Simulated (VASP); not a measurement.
Level of theory: revTPSS meta-GGA, VASP's PBE PAW potentials (set 64) (plane waves; VASP 6.6.1).

VASP input:

File KPOINTS:
```
Automatic mesh
0
Gamma
6 6 6
0 0 0
```

**INCAR**
```
LREAL = .FALSE.   ! projection in real space or not
EDIFFG = -0.01
IBRION = 2
EDIFF = 1E-6   ! SCF stop (eV)
NSW = 60   ! most ionic steps
LMAXMIX = 4
LASPH = .TRUE.
SYSTEM = CsCl
ALGO = Normal
NELM = 100   ! most electronic steps
ISMEAR = 0
SIGMA = 0.05   ! width (eV)
ISIF = 3   ! ions, shape and volume
LMIXTAU = .TRUE.
LCHARG = .FALSE.
METAGGA = RTPSS
LWAVE = .FALSE.
PREC = Accurate
ENCUT = 520   ! plane-wave cut-off (eV)
```

POSCAR:
```
CsCl
1.0
  4.1516823690   0.0000000000   0.0000000000
  0.0000000000   4.1516823690   0.0000000000
  0.0000000000   0.0000000000   4.1516823690
Cs Cl
1 1
Cart
  0.0000000000   0.0000000000   0.0000000000
  2.0758411845   2.0758411845   2.0758411845
```

POTCAR, in this order: Cs_sv Cl (PBE.64 set). Program: vasp_std.

The run wrote:

File OSZICAR:
```
       N       E                     dE             d eps       ncg     rms          rms(c)
DAV:   1     0.138760067087E+03    0.13876E+03   -0.69163E+03   480   0.121E+03
DAV:   2     0.225839290907E+02   -0.11618E+03   -0.10734E+03   800   0.280E+02
DAV:   3     0.125589290893E+02   -0.10025E+02   -0.99665E+01   632   0.847E+01
DAV:   4     0.123396354944E+02   -0.21929E+00   -0.21880E+00   616   0.171E+01
DAV:   5     0.123335653217E+02   -0.60702E-02   -0.60687E-02   588   0.245E+00    0.333E+00
DAV:   6     0.141201580459E+02    0.17866E+01   -0.50599E+00   480   0.336E+01    0.121E+00
DAV:   7     0.140256198492E+02   -0.94538E-01   -0.74364E-01   568   0.102E+01    0.806E-01
DAV:   8     0.139363228207E+02   -0.89297E-01   -0.31792E-01   564   0.478E+00    0.862E-01
DAV:   9     0.139492123714E+02    0.12890E-01   -0.17347E-01   536   0.361E+00    0.476E-01
DAV:  10     0.139033725426E+02   -0.45840E-01   -0.21183E-02   512   0.152E+00    0.433E-01
DAV:  11     0.138884536388E+02   -0.14919E-01   -0.51423E-03   584   0.568E-01    0.275E-01
DAV:  12     0.138858927259E+02   -0.25609E-02   -0.41176E-03   548   0.411E-01    0.747E-02
DAV:  13     0.138846247798E+02   -0.12679E-02   -0.69978E-04   572   0.256E-01    0.214E-02
DAV:  14     0.138844449898E+02   -0.17979E-03   -0.16068E-04   500   0.172E-01    0.148E-02
DAV:  15     0.138843833569E+02   -0.61633E-04   -0.30191E-05   528   0.670E-02    0.621E-03
DAV:  16     0.138843743230E+02   -0.90339E-05   -0.72636E-06   564   0.290E-02    0.351E-03
DAV:  17     0.138843719037E+02   -0.24193E-05   -0.13754E-06   344   0.855E-03    0.206E-03
DAV:  18     0.138843720553E+02    0.15159E-06   -0.39421E-07   280   0.479E-03
   1 F= 0.13884372E+02 E0= 0.13884372E+02  d E =0.138844E+02
```

### OUTCAR
```
------------------------ aborting loop because EDIFF is reached ----------------------------------------
  FORCE on cell =-STRESS in cart. coord.  units (eV):
  Direction    XX          YY          ZZ          XY          YZ          ZX
  --------------------------------------------------------------------------------------
  Total       -0.0007880     -0.0007880     -0.0007880     -0.0000000     -0.0000000      0.0000000
  in kB       -0.0176428     -0.0176428     -0.0176428     -0.0000000     -0.0000000      0.0000000
  external PRESSURE =      -0.0176428 kB  Pullay stress =       0.0000000 kB
  volume of cell :       71.56
      direct lattice vectors                 reciprocal lattice vectors
     4.151682369  0.000000000  0.000000000     0.240866211  0.000000000  0.000000000
     0.000000000  4.151682369  0.000000000     0.000000000  0.240866211  0.000000000
     0.000000000  0.000000000  4.151682369     0.000000000  0.000000000  0.240866211
 POSITION                                       TOTAL-FORCE (eV/Angst)
 -----------------------------------------------------------------------------------
      0.00000      0.00000      0.00000         0.000000      0.000000      0.000000
      2.07584      2.07584      2.07584         0.000000      0.000000      0.000000
 -----------------------------------------------------------------------------------
    total drift:                                0.000000      0.000000     -0.000000
  FREE ENERGIE OF THE ION-ELECTRON SYSTEM (eV)
  ---------------------------------------------------
  free  energy   TOTEN  =        13.8843720553 eV

  energy  without entropy=       13.8843720553  energy(sigma->0) =       13.88437206

 reached required accuracy - stopping structural energy minimisation
```
(Selected blocks of OUTCAR.)

OUTCAR:
```
 val. band max:       -0.5767315606   @ k =   0.0000   0.0000   0.0000

 cond. band min:       4.9071359672   @ k =   0.0000   0.0000   0.0000


 Fermi energy:        -0.3502407196

 k-point     1 :       0.0000    0.0000    0.0000
  band No.  band energies     occupation
      1     -20.1459      2.00000
      2     -13.0902      2.00000
      3      -6.5503      2.00000
      4      -6.5503      2.00000
      5      -6.5503      2.00000
      6      -0.5767      2.00000
      7      -0.5767      2.00000
      8      -0.5767      2.00000
      9       4.9071      0.00000
     10       5.0032      0.00000
     11       5.0032      0.00000
     12       9.7114      0.00000

 k-point     2 :       0.1667    0.0000    0.0000
  band No.  band energies     occupation
      1     -20.1264      2.00000
      2     -13.0986      2.00000
      3      -6.6925      2.00000
      4      -6.5180      2.00000
      5      -6.5180      2.00000
      6      -0.9110      2.00000
      7      -0.6292      2.00000
      8      -0.6292      2.00000
      9       5.1885      0.00000
     10       5.4879      0.00000
     11       5.6758      0.00000
     12       9.4832      0.00000

 k-point     3 :       0.3333    0.0000    0.0000
  band No.  band energies     occupation
      1     -20.0869      2.00000
      2     -13.1181      2.00000
      3      -6.9483      2.00000
      4      -6.4515      2.00000
      5      -6.4515      2.00000
      6      -1.4682      2.00000
      7      -0.7384      2.00000
      8      -0.7384      2.00000
      9       5.6711      0.00000
     10       6.5972      0.00000
     11       7.3454      0.00000
     12       9.2056      0.00000

 k-point     4 :       0.5000    0.0000    0.0000
  band No.  band energies     occupation
      1     -20.0668      2.00000
      2     -13.1292      2.00000
      3      -7.0638      2.00000
      4      -6.4172      2.00000
      5      -6.4172      2.00000
      6      -1.7104      2.00000
...
```

Unless said otherwise, spin-orbit coupling is left out, though it shifts the bands of the heavy elements here.

The compound is CsCl in the CsCl type structure. It was relaxed first. The start is the result of an earlier pass.
